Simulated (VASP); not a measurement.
Hf under changes of volume

One of the cells (22.170 Å³/atom); the others are scaled copies at fixed shape and fractional positions:

```
Hf
1.0
     3.18685    0.00000    0.00000
    -1.59342    2.75989    0.00000
     0.00000    0.00000    5.04134
Hf
2
Direct
  0.66667 0.33333 0.75000
  0.33333 0.66667 0.25000
```

| Item | Value |
| --- | --- |
| Program | VASP 6.6.1 |
| Functional | r2SCAN |
| Potentials or basis | VASP PAW PBE potentials, release 64 (Hf_pv) |
| Cutoff | 520 eV |
| k mesh | 8 × 8 × 4 |
| Occupations | fermi-dirac, width 0.05 eV |
| Spin | no spin polarisation |

| volume (Å³/atom) | energy over the lowest point (meV/atom) | pressure (GPa) |
| --- | --- | --- |
| 21.283 | ? | ? |
| 21.727 | 3.40 | 2.4 |
| 22.170 | 0.00 | 0.0 |
| 22.614 | 3.07 | -2.2 |
| 23.057 | 12.08 | -4.2 |

Question: What does the run at 21.283 Å³/atom give?

Answer: Energy over the lowest point 13.84 meV/atom; pressure 5.0 GPa.

Worked out: A Birch-Murnaghan fit of order 2 (a polynomial in V^(-2/3)) to the other rows has its minimum at 22.17 Å³/atom with B0 = V·E''(V) = 118 GPa at fixed shape and positions, which overstates the stiffness. It gives 14.05 meV/atom at 21.283 Å³/atom, against the run's 13.84, and -dE/dV = 5.2 GPa, against 5.0.

Energies are extrapolated to zero smearing.

Caveats: the PAW data sets were made with another functional, which shifts forces and pressure a little.
